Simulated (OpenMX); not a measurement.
## Sb: equation of state with PBE

The system is Sb.

```
CELL_PARAMETERS angstrom
2.15420 1.24373 3.75800
-2.15420 1.24373 3.75800
0.00000 -2.48746 3.75800
ATOMIC_POSITIONS crystal
Sb 0.76651 0.76651 0.76651
Sb 0.23349 0.23349 0.23349
```

```yaml
Program: OpenMX 3.8.5
Task: equation of state
Functional: PBE
Potentials_or_basis: OpenMX 2013 PBE set, Sb7.0-s3p2d1, fixed grid of 48 × 48 × 48 points
k_mesh: 9 × 9 × 9
Occupations: fermi-dirac, width 0.05 eV
Spin: no spin polarisation
Mixing_scheme: rmm-diisk
SCF_threshold: 1e-08 Ha
Solver: band
Grid_points_held_for_all_volumes: 48 × 48 × 48
```

The equilibrium volume is 33.68 Å³/atom (rough: see the caveat) and the bulk modulus at fixed shape and positions is 47 GPa (rough).

Energy against volume, from the lowest point:
```tsv
volume (Å³/atom)	energy (meV/atom)
28.393	148.80
28.998	109.38
29.602	76.65
30.206	49.83
30.810	28.38
31.414	12.01
32.018	0.00
```

Caveat: the basis has few d functions beyond the semicore shells, which can make volumes several per cent too large; the minimum lies outside the volumes run; volumes in these bases differ from converged ones by about 1 %, for some elements by several; the cell was scaled at fixed shape and fractional positions, which overstates the stiffness of a crystal with free parameters, most of all of layers and chains; the basis of atomic orbitals isn't converged, which shifts pressures, moduli and gaps. The run has no spin-orbit coupling, so splittings on Sb are missing.
